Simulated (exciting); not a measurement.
# Sb: single point with PBEsol

Sb:

```
Sb
1.0
     0.00000    2.37124    2.37124
     2.37124    0.00000    2.37124
     2.37124    2.37124    0.00000
Sb
1
Cartesian
  0.0000 0.0000 0.0000
```

This isn't the form of Sb at room conditions, which is rhombohedral.

```
Program                                  : exciting (release sodium)
Task                                     : single point
Functional                               : PBEsol
Potentials or basis                      : all-electron LAPW+lo, shipped species files, valence relativity iora*
rgkmax                                   : 9
k mesh                                   : 10 × 10 × 10
Occupations                              : fermi-dirac, width 0.05 eV
Spin                                     : no spin polarisation
gmaxvr (cutoff of density and potential) : 14 1/bohr
lmaxapw (and lmaxmat)                    : 10
lmaxvr                                   : 8
nempty                                   : 8
Valence relativity                       : iora*
epsengy                                  : 1e-05 Ha
epspot                                   : 1e-05 Ha
maxscl                                   : 60
Muffin-tin radii                         : Sb 2.3 bohr
```

| Item | Value |
| --- | --- |
| Band gap on the k mesh | none (metal or under the smearing width) |
| All electrons inside the program's atomic spheres | Sb 48.08 (radii Sb 2.3 bohr) |

Levels at points of the mesh, in eV from the Fermi level:
| k point | band 5 | band 6 | band 7 | band 8 | band 9 | band 10 |
| --- | --- | --- | --- | --- | --- | --- |
| (0.00, 0.00, 0.00) | -29.16 | -12.98 | 5.41 | 5.41 | 5.41 | 10.21 |
| (0.50, 0.00, 0.00) | -29.11 | -9.17 | -5.85 | 3.70 | 3.70 | 8.49 |
| (0.50, 0.50, 0.00) | -29.10 | -7.53 | -4.94 | 0.41 | 0.41 | 4.21 |

Wall time 20 s on 1 thread of Arm Neoverse V2, with other jobs on the host, peak memory 0.1 GiB.

Caveat: the log's total energy holds no entropy term; the free energy is that total less TS from the occupations. The run has no spin-orbit coupling, so splittings on Sb are missing.
